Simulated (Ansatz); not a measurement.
# Al₁₂N₁₁: nudged elastic band, vacancy jump

Level of theory: DFT PBE, scalar-relativistic, plane waves, PAW in Ansatz. The runs took a 420 eV cutoff, a Γ-centred 6×6×2 mesh and Gaussian smearing (0.05 eV). No spin polarisation.

7 inner image(s), climbing immediate, force tolerance 0.05 eV/Å, at most 60 iterations, fixed cell.

It took 9.4 min on 4 threads of Intel(R) Xeon(R) Platinum 8375C CPU @ 2.90GHz (Ice Lake), with other jobs on the host, peak memory 2.8 GiB.

Command:
```bash
ansatz run input.yaml --threads 4 --pin off --max-ram 9216MiB --backend cpu --events-out ev --progress --plain --runs-dir out
```

Input:
```yaml
crystal:
  lattice:
    - [0.0, -5.7405226851, 0.0]
    - [4.9714384763, 2.8702613426, 0.0]
    - [0.0, 0.0, 8.3737655613]
  atoms:
    - { symbol: Al, position: [0.3333333333, 0.3333333333, 0.3871678842] }
    - { symbol: Al, position: [0.3333333333, 0.3333333333, 0.8628321158] }
    - { symbol: Al, position: [0.6666666667, 0.0, 0.3674743391] }
    - { symbol: Al, position: [0.6666666667, 0.0, 0.8825256609] }
    - { symbol: Al, position: [0.0, 0.6666666667, 0.3674743391] }
    - { symbol: Al, position: [0.0, 0.6666666667, 0.8825256609] }
    - { symbol: Al, position: [0.6518399233, 0.6518399233, 0.125] }
    - { symbol: Al, position: [0.6711871452, 0.6711871452, 0.625] }
    - { symbol: Al, position: [1.0148267433, 0.3333333333, 0.125] }
    - { symbol: Al, position: [0.9954795214, 0.3333333333, 0.625] }
    - { symbol: Al, position: [0.3333333333, 1.0148267433, 0.125] }
    - { symbol: Al, position: [0.3333333333, 0.9954795214, 0.625] }
    - { symbol: "N", position: [0.3333333333, 0.3333333333, 0.625] }
    - { symbol: "N", position: [0.6666666667, 0.0, 0.125] }
    - { symbol: "N", position: [0.6666666667, 0.0, 0.625] }
    - { symbol: "N", position: [0.0, 0.6666666667, 0.125] }
    - { symbol: "N", position: [0.0, 0.6666666667, 0.625] }
    - { symbol: "N", position: [0.663404003, 0.663404003, 0.3752598046] }
    - { symbol: "N", position: [0.663404003, 0.663404003, 0.8747401954] }
    - { symbol: "N", position: [1.0032626637, 0.3333333333, 0.3752598046] }
    - { symbol: "N", position: [1.0032626637, 0.3333333333, 0.8747401954] }
    - { symbol: "N", position: [0.3333333333, 1.0032626637, 0.3752598046] }
    - { symbol: "N", position: [0.3333333333, 1.0032626637, 0.8747401954] }
basis:
  ecutwfc: 420
kpoints:
  mp_grid: { grid: [6, 6, 2] }
hamiltonian:
  xc: pbe
scf:
  occupations: { method: gaussian, width: 0.05 }
output:
  forces: true
neb:
  images: 7
  f_tol: 0.05
  max_iterations: 60
  order_check: false
  final_atoms:
    - { symbol: Al, position: [0.3185066048, 0.3333333333, 0.375] }
    - { symbol: Al, position: [0.337853809, 0.3333333333, 0.875] }
    - { symbol: Al, position: [0.6814933952, 0.0148267285, 0.375] }
    - { symbol: Al, position: [0.662146191, -0.0045204756, 0.875] }
    - { symbol: Al, position: [0.0, 0.6518399381, 0.375] }
    - { symbol: Al, position: [0.0, 0.6711871423, 0.875] }
    - { symbol: Al, position: [0.6666666667, 0.6666666667, 0.1325256439] }
    - { symbol: Al, position: [0.6666666667, 0.6666666667, 0.6174743561] }
    - { symbol: Al, position: [1.0, 0.3333333333, 0.1128321008] }
    - { symbol: Al, position: [1.0, 0.3333333333, 0.6371678992] }
    - { symbol: Al, position: [0.3333333333, 1.0, 0.1325256439] }
    - { symbol: Al, position: [0.3333333333, 1.0, 0.6174743561] }
    - { symbol: "N", position: [0.3300706526, 0.3333333333, 0.6252598117] }
    - { symbol: "N", position: [0.6699293474, 0.0032626807, 0.1247401883] }
    - { symbol: "N", position: [0.6699293474, 0.0032626807, 0.6252598117] }
    - { symbol: "N", position: [0.0, 0.6634039859, 0.1247401883] }
    - { symbol: "N", position: [0.0, 0.6634039859, 0.6252598117] }
    - { symbol: "N", position: [0.6666666667, 0.6666666667, 0.375] }
    - { symbol: "N", position: [0.6666666667, 0.6666666667, 0.875] }
    - { symbol: "N", position: [1.3300706526, 0.3333333333, 0.1247401883] }
    - { symbol: "N", position: [1.0, 0.3333333333, 0.875] }
    - { symbol: "N", position: [0.3333333333, 1.0, 0.375] }
    - { symbol: "N", position: [0.3333333333, 1.0, 0.875] }
  climbing: immediate
```

Output (its end):
```
...
    - { symbol: Al, position: [0.6791277436978256, 0.6798163466719004, 0.6201414001700457] }
    - { symbol: Al, position: [0.9390641520362072, 0.3333333461095256, 0.1082531283550201] }
    - { symbol: Al, position: [0.9934194518330769, 0.333333298511019, 0.6414079409442482] }
    - { symbol: Al, position: [0.33351940412621983, 1.024880807548452, 0.13665493560557856] }
    - { symbol: Al, position: [0.3326447862974413, 0.986850329022528, 0.6201414017550411] }
    - { symbol: N, position: [0.32645309632232866, 0.33333331962770696, 0.6169385016230802] }
    - { symbol: N, position: [0.6378913428252465, -0.026338813004135892, 0.11801145322233798] }
    - { symbol: N, position: [0.675511310326157, 0.007364643699936794, 0.6321653078249532] }
    - { symbol: N, position: [-0.0024364370566560822, 0.693005487920708, 0.11801143300672375] }
    - { symbol: N, position: [0.0014799903820434945, 0.6593020046452204, 0.6321653043256278] }
    - { symbol: N, position: [0.6954419258774276, 0.6930054884526181, 0.3819885662514282] }
    - { symbol: N, position: [0.657822014907584, 0.6593020051322662, 0.8678346953586333] }
    - { symbol: N, position: [1.1666666688214364, 0.33333333681941124, 0.24999999855920016] }
    - { symbol: N, position: [1.006880223295148, 0.3333333205473439, 0.883061499875207] }
    - { symbol: N, position: [0.3357698453709929, 0.9736611893742712, 0.3819885461388036] }
    - { symbol: N, position: [0.33185333292429586, 1.0073646431244425, 0.8678346937178137] }
```

Self-consistency was reached.

Final band:

```
image s (Å)  ΔE (eV)
    0  0.000    0.000
    1  0.447    0.187
    2  0.894    1.133
    3  1.341    2.431
    4  1.789    3.102
    5  2.236    2.431
    6  2.684    1.133
    7  3.131    0.187
    8  3.578    0.000
```

Highest image over the start 3.102 eV, over the end 3.102 eV. The order of the saddle wasn't checked, and a path that keeps a symmetry can read too high.

By iteration:

| iteration | largest band force component (eV/Å) | highest image (eV) |
| --- | --- | --- |
| 1 | 14.998 | 8.554 |
| 2 | 7.127 | 5.040 |
| 3 | 2.887 | 3.589 |
| 4 | 1.021 | 3.181 |
| 5 | 0.254 | 3.115 |
| 6 | 0.151 | 3.109 |
| 7 | 0.073 | 3.103 |
| 8 | 0.030 | 3.102 |

Images of the last band (Å, true forces in eV/Å):

```xyz
23
Lattice="0.000 -5.741 0.000 4.971 2.870 0.000 0.000 0.000 8.374" Properties=species:S:1:pos:R:3:forces:R:3 pbc="T T T" image=0 dE_eV=0.0000
Al    1.657   -0.957    3.242    0.000    0.000   -0.005
Al    1.657   -0.957    7.225    0.000    0.000    0.005
Al    0.000   -3.827    3.077    0.000    0.000   -0.005
Al    0.000   -3.827    7.390    0.000    0.000    0.005
Al    3.314    1.914    3.077    0.000    0.000   -0.005
Al    3.314    1.914    7.390    0.000    0.000    0.005
Al    3.241   -1.871    1.047    0.001    0.000    0.000
Al    3.337   -1.926    5.234    0.000    0.000    0.000
Al    1.657   -4.869    1.047    0.000    0.001    0.000
Al    1.657   -4.758    5.234    0.000    0.000    0.000
Al    5.045    0.999    1.047   -0.001    0.000    0.000
Al    4.949    0.944    5.234    0.000    0.000    0.000
N     1.657   -0.957    5.234    0.000    0.000    0.000
N     0.000   -3.827    1.047    0.000    0.000    0.000
N     0.000   -3.827    5.234    0.000    0.000    0.000
N     3.314    1.914    1.047    0.000    0.000    0.000
N     3.314    1.914    5.234    0.000    0.000    0.000
N     3.298   -1.904    3.142    0.000    0.000    0.002
N     3.298   -1.904    7.325    0.000    0.000   -0.002
N     1.657   -4.802    3.142    0.000    0.000    0.002
N     1.657   -4.802    7.325    0.000    0.000   -0.002
N     4.988    0.966    3.142    0.000    0.000    0.002
N     4.988    0.966    7.325    0.000    0.000   -0.002
23
Lattice="0.000 -5.741 0.000 4.971 2.870 0.000 0.000 0.000 8.374" Properties=species:S:1:pos:R:3:forces:R:3 pbc="T T T" image=1 dE_eV=0.1866
Al    1.657   -1.027    3.259    0.000    0.346   -0.036
Al    1.657   -0.951    7.274    0.000    0.063   -0.011
Al    0.017   -3.893    3.064   -0.174    0.078    0.031
Al   -0.044   -3.803    7.394    0.065   -0.067    0.010
Al    3.297    1.848    3.064    0.174    0.078    0.031
Al    3.358    1.938    7.394   -0.065   -0.067    0.010
Al    3.149   -1.917    1.071   -0.040   -0.118   -0.129
Al    3.336   -1.939    5.223   -0.056   -0.026    0.020
Al    1.657   -4.669    0.984    0.000   -0.431    0.122
Al    1.657   -4.763    5.340    0.000   -0.002   -0.227
Al    5.137    0.953    1.071    0.040   -0.118   -0.129
Al    4.950    0.932    5.223    0.056   -0.026    0.020
N     1.657   -0.930    5.224    0.000   -0.047    0.040
N    -0.123   -3.818    1.019    0.062   -0.174    0.025
N     0.021   -3.854    5.206   -0.074   -0.009   -0.108
N     3.437    1.922    1.019   -0.062   -0.174    0.025
N     3.293    1.886    5.206    0.074   -0.009   -0.108
N     3.306   -1.956    3.154   -0.190    0.073   -0.103
N     3.290   -1.898    7.277    0.000   -0.043    0.037
N     1.657   -4.912    2.935    0.000    0.601    0.680
N     1.657   -4.758    7.345    0.000    0.044   -0.133
N     4.979    0.914    3.154    0.190    0.073   -0.103
N     4.996    0.972    7.277    0.000   -0.043    0.037
23
Lattice="0.000 -5.741 0.000 4.971 2.870 0.000 0.000 0.000 8.374" Properties=species:S:1:pos:R:3:forces:R:3 pbc="T T T" image=2 dE_eV=1.1330
Al    1.657   -1.163    3.258    0.000    0.619   -0.168
Al    1.657   -0.981    7.265    0.000    0.048    0.208
Al    0.081   -3.931    3.041   -0.300   -0.146   -0.052
Al   -0.065   -3.788    7.382    0.036   -0.065    0.008
Al    3.233    1.809    3.041    0.300   -0.146   -0.052
Al    3.379    1.952    7.382   -0.036   -0.065    0.008
Al    3.162   -1.887    1.105   -0.182   -0.207   -0.243
Al    3.357   -1.940    5.208   -0.085   -0.054    0.020
Al    1.657   -4.529    0.929    0.000   -0.573    0.047
Al    1.657   -4.772    5.407    0.000   -0.147   -0.003
Al    5.124    0.983    1.105    0.182   -0.207   -0.243
Al    4.929    0.930    5.208    0.085   -0.054    0.020
N     1.657   -0.924    5.202    0.000   -0.104    0.052
N    -0.143   -3.766    0.997   -0.046   -0.210    0.006
N     0.049   -3.862    5.231    0.025   -0.080   -0.359
N     3.458    1.975    0.997    0.046   -0.210    0.006
N     3.265    1.878    5.231   -0.025   -0.080   -0.359
N     3.374   -1.992    3.178   -0.354   -0.042   -0.136
N     3.292   -1.895    7.251    0.046   -0.117   -0.110
N     1.657   -5.135    2.685    0.000    1.844    1.800
N     1.657   -4.781    7.385    0.000    0.153   -0.207
N     4.912    0.879    3.178    0.354   -0.042   -0.136
N     4.993    0.976    7.251   -0.046   -0.117   -0.110
23
Lattice="0.000 -5.741 0.000 4.971 2.870 0.000 0.000 0.000 8.374" Properties=species:S:1:pos:R:3:forces:R:3 pbc="T T T" image=3 dE_eV=2.4315
Al    1.657   -1.267    3.267    0.000    0.166   -0.166
Al    1.657   -0.999    7.220    0.000   -0.093    0.086
Al    0.128   -3.920    3.036    0.033   -0.196   -0.107
Al   -0.070   -3.789    7.370   -0.026   -0.029   -0.042
Al    3.186    1.820    3.036   -0.033   -0.196   -0.107
Al    3.384    1.952    7.370    0.026   -0.029   -0.042
Al    3.188   -1.867    1.131   -0.017   -0.199   -0.138
Al    3.370   -1.942    5.194   -0.052   -0.035   -0.061
Al    1.657   -4.453    0.910    0.000   -0.167   -0.044
Al    1.657   -4.759    5.396    0.000   -0.129    0.091
Al    5.097    1.004    1.131    0.017   -0.199   -0.138
Al    4.916    0.928    5.194    0.052   -0.035   -0.061
N     1.657   -0.918    5.185    0.000   -0.063    0.056
N    -0.137   -3.745    0.984   -0.029   -0.108   -0.097
N     0.046   -3.860    5.273    0.057   -0.081   -0.202
N     3.451    1.996    0.984    0.029   -0.108   -0.097
N     3.268    1.880    5.273   -0.057   -0.081   -0.202
N     3.428   -1.994    3.188   -0.098    0.003   -0.125
N     3.286   -1.888    7.257    0.052   -0.090   -0.116
N     1.657   -5.426    2.405    0.000    1.765    1.763
N     1.657   -4.815    7.405    0.000   -0.008   -0.009
N     4.857    0.876    3.188    0.098    0.003   -0.125
N     5.000    0.982    7.257   -0.052   -0.090   -0.116
23
Lattice="0.000 -5.741 0.000 4.971 2.870 0.000 0.000 0.000 8.374" Properties=species:S:1:pos:R:3:forces:R:3 pbc="T T T" image=4 dE_eV=3.1024
Al    1.657   -1.307    3.280    0.000    0.003   -0.024
Al    1.657   -0.995    7.190    0.000   -0.009   -0.024
Al    0.124   -3.897    3.043    0.004    0.001   -0.005
Al   -0.065   -3.793    7.368   -0.004    0.006    0.008
Al    3.191    1.843    3.043   -0.004    0.001   -0.005
Al    3.380    1.947    7.368    0.004    0.006    0.008
Al    3.191   -1.843    1.144   -0.004   -0.001    0.005
Al    3.380   -1.947    5.193    0.004   -0.006   -0.008
Al    1.657   -4.434    0.906    0.000   -0.003    0.024
Al    1.657   -4.746    5.371    0.000    0.009    0.024
Al    5.095    1.027    1.144    0.004   -0.001    0.005
Al    4.906    0.923    5.193   -0.004   -0.006   -0.008
N     1.657   -0.917    5.166    0.000    0.001    0.011
N    -0.131   -3.737    0.988    0.001   -0.009   -0.007
N     0.037   -3.857    5.294    0.000    0.002   -0.013
N     3.445    2.003    0.988   -0.001   -0.009   -0.007
N     3.278    1.884    5.294    0.000    0.002   -0.013
N     3.445   -2.003    3.199   -0.001    0.009    0.007
N     3.278   -1.884    7.267    0.000   -0.002    0.013
N     1.657   -5.741    2.093    0.000    0.000    0.000
N     1.657   -4.823    7.395    0.000   -0.001   -0.011
N     4.840    0.867    3.199    0.001    0.009    0.007
N     5.008    0.986    7.267    0.000   -0.002    0.013
23
Lattice="0.000 -5.741 0.000 4.971 2.870 0.000 0.000 0.000 8.374" Properties=species:S:1:pos:R:3:forces:R:3 pbc="T T T" image=5 dE_eV=2.4315
Al    1.657   -1.288    3.277    0.000    0.167    0.044
Al    1.657   -0.981    7.165    0.000    0.129   -0.091
Al    0.126   -3.874    3.056    0.017    0.199    0.138
Al   -0.056   -3.798    7.367    0.052    0.035    0.061
Al    3.188    1.867    3.056   -0.017    0.199    0.138
Al    3.370    1.942    7.367   -0.052    0.035    0.061
Al    3.186   -1.820    1.151   -0.033    0.196    0.107
Al    3.384   -1.952    5.190    0.026    0.029    0.042
Al    1.657   -4.474    0.920    0.000   -0.166    0.166
Al    1.657   -4.741    5.341    0.000    0.093   -0.086
Al    5.100    1.050    1.151    0.033    0.196    0.107
Al    4.902    0.918    5.190   -0.026    0.029    0.042
N     1.657   -0.926    5.156    0.000    0.008    0.009
N    -0.114   -3.746    0.999    0.098   -0.003    0.125
N     0.028   -3.852    5.304   -0.052    0.090    0.116
N     3.428    1.994    0.999   -0.098   -0.003    0.125
N     3.286    1.888    5.304    0.052    0.090    0.116
N     3.451   -1.996    3.203    0.029    0.108    0.097
N     3.268   -1.880    7.288   -0.057    0.081    0.202
N     1.657   -6.055    1.782    0.000   -1.765   -1.763
N     1.657   -4.823    7.376    0.000    0.063   -0.056
N     4.835    0.874    3.203   -0.029    0.108    0.097
N     5.018    0.990    7.288    0.057    0.081    0.202
23
Lattice="0.000 -5.741 0.000 4.971 2.870 0.000 0.000 0.000 8.374" Properties=species:S:1:pos:R:3:forces:R:3 pbc="T T T" image=6 dE_eV=1.1330
Al    1.657   -1.211    3.258    0.000    0.573   -0.047
Al    1.657   -0.969    7.154    0.000    0.147    0.003
Al    0.152   -3.853    3.081    0.182    0.207    0.243
Al   -0.042   -3.801    7.353    0.085    0.054   -0.020
Al    3.162    1.887    3.081   -0.182    0.207    0.243
Al    3.357    1.940    7.353   -0.085    0.054   -0.020
Al    3.233   -1.809    1.146    0.300    0.146    0.052
Al    3.379   -1.952    5.179   -0.036    0.065   -0.008
Al    1.657   -4.578    0.929    0.000   -0.619    0.168
Al    1.657   -4.759    5.295    0.000   -0.048   -0.208
Al    5.053    1.061    1.146   -0.300    0.146    0.052
Al    4.907    0.918    5.179    0.036    0.065   -0.008
N     1.657   -0.959    5.176    0.000   -0.153    0.207
N    -0.059   -3.749    1.009    0.354    0.042    0.136
N     0.022   -3.846    5.310   -0.046    0.117    0.110
N     3.374    1.992    1.009   -0.354    0.042    0.136
N     3.292    1.895    5.310    0.046    0.117    0.110
N     3.458   -1.975    3.190    0.046    0.210   -0.006
N     3.265   -1.878    7.330   -0.025    0.080    0.359
N     1.657   -6.346    1.502    0.000   -1.844   -1.800
N     1.657   -4.817    7.359    0.000    0.104   -0.052
N     4.828    0.896    3.190   -0.046    0.210   -0.006
N     5.021    0.992    7.330    0.025    0.080    0.359
23
Lattice="0.000 -5.741 0.000 4.971 2.870 0.000 0.000 0.000 8.374" Properties=species:S:1:pos:R:3:forces:R:3 pbc="T T T" image=7 dE_eV=0.1866
Al    1.657   -1.072    3.202    0.000    0.431   -0.122
Al    1.657   -0.978    7.220    0.000    0.002    0.227
Al    0.165   -3.823    3.115    0.040    0.118    0.129
Al   -0.022   -3.802    7.338    0.056    0.026   -0.020
Al    3.149    1.917    3.115   -0.040    0.118    0.129
Al    3.336    1.939    7.338   -0.056    0.026   -0.020
Al    3.297   -1.848    1.123    0.174   -0.078   -0.031
Al    3.358   -1.938    5.166   -0.065    0.067   -0.010
Al    1.657   -4.713    0.928    0.000   -0.346    0.036
Al    1.657   -4.789    5.287    0.000   -0.063    0.011
Al    4.989    1.023    1.123   -0.174   -0.078   -0.031
Al    4.927    0.933    5.166    0.065    0.067   -0.010
N     1.657   -0.982    5.215    0.000   -0.044    0.133
N     0.008   -3.784    1.033    0.190   -0.073    0.103
N     0.024   -3.842    5.284    0.000    0.043   -0.037
N     3.306    1.956    1.033   -0.190   -0.073    0.103
N     3.290    1.898    5.284    0.000    0.043   -0.037
N     3.437   -1.922    3.168   -0.062    0.174   -0.025
N     3.293   -1.886    7.355    0.074    0.009    0.108
N     1.657   -6.569    1.252    0.000   -0.601   -0.680
N     1.657   -4.810    7.337    0.000    0.047   -0.040
N     4.849    0.948    3.168    0.062    0.174   -0.025
N     4.992    0.984    7.355   -0.074    0.009    0.108
23
Lattice="0.000 -5.741 0.000 4.971 2.870 0.000 0.000 0.000 8.374" Properties=species:S:1:pos:R:3:forces:R:3 pbc="T T T" image=8 dE_eV=0.0000
Al    1.657   -0.872    3.140    0.000   -0.001    0.000
Al    1.657   -0.983    7.327    0.000    0.000    0.000
Al    0.074   -3.870    3.140   -0.001    0.000    0.000
Al   -0.022   -3.814    7.327    0.000    0.000    0.000
Al    3.241    1.871    3.140    0.001    0.000    0.000
Al    3.337    1.926    7.327    0.000    0.000    0.000
Al    3.314   -1.914    1.110    0.000    0.000    0.005
Al    3.314   -1.914    5.171    0.000    0.000   -0.005
Al    1.657   -4.784    0.945    0.000    0.000    0.005
Al    1.657   -4.784    5.335    0.000    0.000   -0.005
Al    4.971    0.957    1.110    0.000    0.000    0.005
Al    4.971    0.957    5.171    0.000    0.000   -0.005
N     1.657   -0.938    5.236    0.000    0.000    0.002
N     0.016   -3.836    1.045    0.000    0.000   -0.002
N     0.016   -3.836    5.236    0.000    0.000    0.002
N     3.298    1.904    1.045    0.000    0.000   -0.002
N     3.298    1.904    5.236    0.000    0.000    0.002
N     3.314   -1.914    3.140    0.000    0.000    0.000
N     3.314   -1.914    7.327    0.000    0.000    0.000
N     1.657   -6.679    1.045    0.000    0.000   -0.002
N     1.657   -4.784    7.327    0.000    0.000    0.000
N     4.971    0.957    3.140    0.000    0.000    0.000
N     4.971    0.957    7.327    0.000    0.000    0.000
```